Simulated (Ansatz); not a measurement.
**KF (zincblende type): independent-particle optics**

How does KF (zincblende type) absorb light if electrons and holes don't interact? Plan: HSE06 for the gap; optics with PBE on 6×6×6; optics with r2SCAN on 6×6×6; optics with PBE and scissors to the HSE06 gap on 6×6×6.

Method: plane waves, PAW; no local fields, no excitons, in Ansatz 0.2.0.

1 further run of the same task is left out (it didn't finish). Runs told in other sessions of the task aren't counted.

## 1. The system as given

The structure is cubic, space group F-43m (No. 216). The conventional cell has a = 5.871 Å, b = 5.871 Å, c = 5.871 Å, α = 90.00°, β = 90.00°, γ = 90.00°. K (site symmetry -43m) is surrounded by 4 F at 2.54 Å. F (site symmetry -43m) has 4 K at 2.54 Å in its first shell of neighbours.

Structure file:

```cif
data_structure
_symmetry_space_group_name_H-M 'P 1'
_symmetry_Int_Tables_number 1
_cell_length_a 4.1513
_cell_length_b 4.1513
_cell_length_c 4.1513
_cell_angle_alpha 60.000
_cell_angle_beta 60.000
_cell_angle_gamma 60.000
_cell_volume 50.59
loop_
_atom_site_label
_atom_site_type_symbol
_atom_site_fract_x
_atom_site_fract_y
_atom_site_fract_z
_atom_site_occupancy
K1 K 0.00000 0.00000 0.00000 1
F1 F 0.25000 0.25000 0.25000 1
```

The cell was relaxed beforehand with r2SCAN; those runs aren't shown.

## 2. The gap to aim at

Input file input.yaml:

```yaml
crystal:
  lattice:
    - [0.0, 2.9354014298, 2.9354014298]
    - [2.9354014298, 0.0, 2.9354014298]
    - [2.9354014298, 2.9354014298, 0.0]
  atoms:
    - { symbol: K, position: [0.0, 0.0, 0.0] }
    - { symbol: F, position: [0.25, 0.25, 0.25] }
kpoints:
  mp_grid: { grid: [4, 4, 4] }
  band_path:
    path:
      - [0.0, 0.0, 0.0]
      - [-0.5, -0.5, 0.0]
      - [-0.375, -0.375, 0.25]
      - [-0.375, 0.0, 0.375]
      - [0.0, 0.0, 0.5]
      - [-0.5, -0.25, 0.25]
      - [0.25, -0.5, -0.25]
    npoints: 1
hamiltonian:
  xc: hse06
scf:
  occupations: { method: fixed }
  n_extra_bands: 4
output:
  forces: true
  stress: true
  eigenvalues: true
```

Run with:

```
ansatz run input.yaml --threads 4 --pin off --max-ram 3686MiB --backend cpu --events-out ev --progress --plain --runs-dir out
```

The runs that follow: Optics, PBE; Optics, r2SCAN; Optics, PBE with a scissors shift.

Before running them: what should the planned runs give, taken together? Wanted: ε∞, PBE; ε∞, r2SCAN; tallest peak of ε₂, PBE; tallest peak of ε₂, r2SCAN; HSE06 direct gap.

**Answer**, as computed:

| quantity | value |
| --- | --- |
| ε∞, PBE | 1.87 |
| ε∞, r2SCAN | 1.78 |
| ε∞, PBE + 1.88 eV scissors | 1.77 |
| tallest peak of ε₂, PBE | 2.1 at 11.20 eV |
| tallest peak of ε₂, r2SCAN | 1.8 at 12.05 eV |
| tallest peak of ε₂, PBE + 1.88 eV scissors | 2.1 at 13.05 eV |
| HSE06 direct gap | 7.26 eV |

From PBE to PBE + 1.88 eV scissors the direct gap grows from 5.38 to 7.26 eV, and ε∞ goes from 1.87 to 1.77: a wider gap screens less. Local fields and excitons are left out: both change ε∞, and without excitons the onset lacks its lines.
